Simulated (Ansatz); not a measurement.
TaN:

```
Ta N
1.0
     5.19600    0.00000    0.00000
    -2.59800    4.49987    0.00000
     0.00000    0.00000    2.91100
Ta N
3 3
Direct
  0.00000 0.00000 0.00000
  0.66667 0.33333 0.50000
  0.33333 0.66667 0.50000
  0.00000 0.39285 0.00000
  0.60715 0.60715 0.00000
  0.39285 0.00000 0.00000
```

```yaml
Program: Ansatz 0.2.0
Task: relaxation of cell and atoms
Functional: revPBE
Dispersion: D3(BJ)
Potentials_or_basis: Ansatz PAW
Cutoff: "420 eV (not typed: the program's choice for these potentials)"
k_mesh: 6 × 6 × 9
Occupations: fermi-dirac, width 0.05 eV
Spin: no spin polarisation
```

At the start: volume 11.34 Å³/atom.

Q: Where does the relaxation end?

A: It ends after 9 steps and the volume is 11.19 Å³/atom (-1.3 %); space group P-62m (No. 189, to 0.05 Å).

Step by step:
```tsv
step	energy change (eV)	largest force (eV/Å)	volume (Å³)
1	0.0000	0.0568	68.06
2	-0.0132	0.0200	66.82
3	-0.0142	0.0219	67.18
4	-0.0142	0.0105	67.18
5	-0.0142	0.0015	67.18
6	-0.0143	0.0001	67.18
7	-0.0122	0.0000	67.18
8	-0.0122	0.0000	67.17
9	-0.0122	0.0000	67.17
```

Final structure:
```
Ta N
1.0
     5.17232    0.00000    0.00000
    -2.58616    4.47936    0.00000
     0.00000    0.00000    2.89899
Ta N
3 3
Direct
  0.00000 0.00000 0.00000
  0.66667 0.33333 0.50000
  0.33333 0.66667 0.50000
  0.00000 0.39396 0.00000
  0.60604 0.60604 0.00000
  0.39396 0.00000 0.00000
```

Caveat: the plane-wave basis is chosen anew once the cell has moved, so the energies of steps on either side of that aren't comparable; the pressure holds a Pulay correction of +0.4 GPa for the finite cutoff; pairwise dispersion overbinds metals, which lowers pressure and volume; the PAW data sets come from PBE, with cores solved anew for the run's functional, which leaves a small shift of forces and pressure.
